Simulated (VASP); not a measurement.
BAs:

```xyz
2
Lattice="0.0000 2.3885 2.3885 2.3885 0.0000 2.3885 2.3885 2.3885 0.0000" Properties=species:S:1:pos:R:3 pbc="T T T"
B     0.0000    0.0000    0.0000
As    1.1943    1.1943    1.1943
```

```yaml
Program: VASP 6.6.1
Task: relaxation of cell and atoms
Functional: PBE
Potentials_or_basis: VASP PAW PBE potentials, release 64 (B, As)
Cutoff: 600 eV
k_mesh: 10 × 10 × 10
Occupations: gaussian, width 0.03 eV
Spin: no spin polarisation
```

At the start: pressure 3.4 GPa; volume 13.63 Å³/atom.

Where does the relaxation end?

Over 3 steps the energy falls by 3.5 meV/atom and the volume is 13.97 Å³/atom (+2.5 %); space group F-43m (No. 216, to 0.05 Å).

The path:
| step | energy change (eV) | largest force (eV/Å) | pressure (GPa) | volume (Å³) |
| --- | --- | --- | --- | --- |
| 1 | 0.0000 | 0.0000 | 3.42 | 27.25 |
| 2 | -0.0037 | 0.0000 | -2.18 | 28.42 |
| 3 | -0.0071 | 0.0000 | 0.01 | 27.93 |

Final structure:
```yaml
crystal:
  lattice:
    - [0.00000, 2.40817, 2.40817]
    - [2.40817, 0.00000, 2.40817]
    - [2.40817, 2.40817, 0.00000]
  atoms:
    - { symbol: B, position: [0.00000, 0.00000, 0.00000] }
    - { symbol: As, position: [0.25000, 0.25000, 0.25000] }
```
